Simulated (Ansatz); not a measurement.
# ZrO2: band gap under strain

Aim: follow the gap of ZrO2 (fluorite) through these states: +2.0 % equal strain in all directions; +3.0 % equal strain in all directions; +4.0 % equal strain in all directions. The table at the end shows which levels were run.

The runs shown are made with Ansatz 0.2.0. PAW datasets, plane waves. No spin polarisation and no zero-point or thermal motion.

### 1 Starting point

The unstrained cell was relaxed with r2SCAN; in each strained cell the atoms were relaxed again with r2SCAN. Names of k-points are those of the unstrained zone, where strain can split equivalent points. First state: +2.0 % equal strain in all directions.

The symmetry is Fm-3m (No. 225, cubic); conventional cell a = 5.191 Å, 11.66 Å³ an atom. Around Zr lie 8 O at 2.25 Å; around O lie 4 Zr at 2.25 Å.

As a file:

Space group Fm-3m (No. 225). a = 5.191 Å, b = 5.191 Å, c = 5.191 Å, α = 90.00°, β = 90.00°, γ = 90.00°
```tsv
atom	site	symmetry	x	y	z
Zr	4a	m-3m	0.0000	0.0000	0.0000
O	8c	-43m	0.2500	0.7500	0.7500
```

From earlier runs on the unstrained cell: PBE 3.36 eV, r2SCAN 3.89 eV, HSE06 4.98 eV, r2SCAN+SOC 3.89 eV, G0W0 4.76 eV (on its mesh); a = 5.089 Å.

### 2 +2.0 % equal strain in all directions: PBE

Input file input.yaml:

```yaml
crystal:
  lattice:
    - [0.0, 2.5956078574, 2.5956078574]
    - [2.5956078574, 0.0, 2.5956078574]
    - [2.5956078574, 2.5956078574, 0.0]
  atoms:
    - { symbol: Zr, position: [0.0, 0.0, 0.0] }
    - { symbol: O, position: [0.25, 0.25, 0.25] }
    - { symbol: O, position: [0.75, 0.75, 0.75] }
kpoints:
  mp_grid: { grid: [8, 8, 8] }
  band_path:
    path:
      - [0.0, 0.0, 0.0]
      - [0.5, 0.0, 0.5]
      - [0.625, 0.25, 0.625]
      - [0.375, 0.375, 0.75]
      - [0.5, 0.5, 0.5]
      - [0.5, 0.25, 0.75]
      - [0.0, 0.5, 0.5]
    npoints: 1
hamiltonian:
  xc: pbe
scf:
  occupations: { method: fermi_dirac, width: 0.02 }
  n_extra_bands: 4
output:
  forces: true
  stress: true
  eigenvalues: true
```

On the command line:

```
> ansatz run input.yaml --threads 2 --pin off --max-ram 20275MiB --backend cpu --events-out ev --progress --plain --runs-dir out
```

After this run come: +2.0 % equal strain in all directions: r2SCAN; +2.0 % equal strain in all directions: HSE06; +2.0 % equal strain in all directions: r2SCAN+SOC; +2.0 % equal strain in all directions: r2SCAN; +2.0 % equal strain in all directions: G0W0@PBE; +3.0 % equal strain in all directions: PBE; +3.0 % equal strain in all directions: r2SCAN; +3.0 % equal strain in all directions: HSE06; +3.0 % equal strain in all directions: r2SCAN+SOC; +3.0 % equal strain in all directions: r2SCAN; +3.0 % equal strain in all directions: G0W0@PBE; +4.0 % equal strain in all directions: PBE; +4.0 % equal strain in all directions: r2SCAN; +4.0 % equal strain in all directions: HSE06; +4.0 % equal strain in all directions: r2SCAN+SOC; +4.0 % equal strain in all directions: r2SCAN; +4.0 % equal strain in all directions: G0W0@PBE.

What does the calculation give?

The runs gave:

Least gap in eV (negative: overlap), with the change from the unstrained cell in brackets. G0W0 is on its own coarse mesh.

```
                                state  volume change (%)           PBE        r2SCAN         HSE06          G0W0
+2.0 % equal strain in all directions               +6.1  3.19 (-0.17)  3.70 (-0.19)  4.78 (-0.20)  4.54 (-0.22)
+3.0 % equal strain in all directions               +9.3  3.11 (-0.25)  3.60 (-0.29)  4.68 (-0.30)  4.43 (-0.33)
+4.0 % equal strain in all directions              +12.5  3.03 (-0.33)  3.51 (-0.38)  4.58 (-0.40)  4.31 (-0.45)
```

In words: With HSE06, of the states in the table +4.0 % equal strain in all directions shifts the gap most, by -0.402 eV. PBE and HSE06 differ by 1.62 eV on the unstrained gap, and by at most 0.07 eV on its change: the two disagree on the size of the gap but agree on its response to strain. No extrapolation in bands, cutoff or mesh was made for G0W0.
